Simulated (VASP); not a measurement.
GaN: relaxation of cell and atoms with PBE

Crystal: GaN.

```
CELL_PARAMETERS angstrom
0.00000 2.25350 2.25350
2.25350 0.00000 2.25350
2.25350 2.25350 0.00000
ATOMIC_POSITIONS crystal
Ga 0.00000 0.00000 0.00000
N 0.75000 0.75000 0.75000
```

The cell is a database's computed one.

```yaml
Program: VASP 6.6.1
Task: relaxation of cell and atoms
Functional: PBE
Potentials_or_basis: VASP PAW PBE potentials, release 64 (Ga_d, N)
Cutoff: 520 eV
k_mesh: 2 × 2 × 2
Occupations: gaussian, width 0.02 eV
Spin: no spin polarisation
Further_INCAR_settings: ALGO = Fast; EDIFF = 1e-07; IBRION = 2; EDIFFG = -0.002; NSW = 80; ISIF = 3
```

* Relaxed volume: 11.98 Å³/atom
* Relaxed cell: a = 3.236 Å, b = 3.236 Å, c = 3.236 Å, α = 60.00°, β = 60.00°, γ = 60.00°
* Space group after relaxing (to 0.05 Å): F-43m (No. 216)
* Energy gained by relaxing: 13.9 meV/atom
* Ionic steps: 13
* Pressure after relaxing: 0.0 GPa
* Band gap on the k mesh: 1.18 eV, direct

The path:
| step | energy change (eV) | largest force (eV/Å) | pressure (GPa) | volume (Å³) |
| --- | --- | --- | --- | --- |
| 1 | 0.0000 | 0.0000 | 8.55 | 22.89 |
| 2 | -0.0077 | 0.0000 | -6.26 | 24.97 |
| 3 | -0.0278 | 0.0000 | -0.03 | 23.98 |
| 4 | -0.0278 | 0.0000 | 0.17 | 23.96 |
| 5 | -0.0278 | 0.0000 | 0.08 | 23.96 |
| 6 | -0.0278 | 0.0000 | 0.07 | 23.96 |
| 7 | -0.0278 | 0.0000 | 0.10 | 23.96 |
| 8 | -0.0278 | 0.0000 | 0.10 | 23.96 |
| 9 | -0.0278 | 0.0000 | 0.10 | 23.96 |
| 10 | -0.0278 | 0.0000 | 0.10 | 23.96 |
| 11 | -0.0278 | 0.0000 | 0.05 | 23.96 |
| 12 | -0.0278 | 0.0000 | 0.05 | 23.96 |
| 13 | -0.0278 | 0.0000 | 0.02 | 23.97 |

Final structure:
```yaml
crystal:
  lattice:
    - [0.00000, 2.28841, 2.28841]
    - [2.28841, 0.00000, 2.28841]
    - [2.28841, 2.28841, 0.00000]
  atoms:
    - { symbol: Ga, position: [0.00000, 0.00000, 0.00000] }
    - { symbol: N, position: [0.75000, 0.75000, 0.75000] }
```

Levels at points of the mesh, in eV from the valence-band top:
```csv
k point,band 6,band 7,band 8,band 9,band 10,band 11,band 12,band 13
"(0.00, 0.00, 0.00)",-13.87,0.00,0.00,0.00,1.18,9.43,9.43,9.43
"(0.50, 0.00, 0.00)",-12.30,-7.09,-0.97,-0.97,3.93,8.38,9.57,9.57
"(0.50, 0.50, 0.00)",-11.76,-6.28,-2.70,-2.70,2.85,5.95,11.31,13.19
```

Wall time 18 s on 1 thread of AMD EPYC 7R43 64-Core Processor (Zen 3) (shared host), peak memory 0.1 GiB.

Caveat: the k mesh is coarse (spacing up to 1.21 Å⁻¹), so the values aren't converged. PBE gaps usually lie below the measured ones, often by a third to a half.
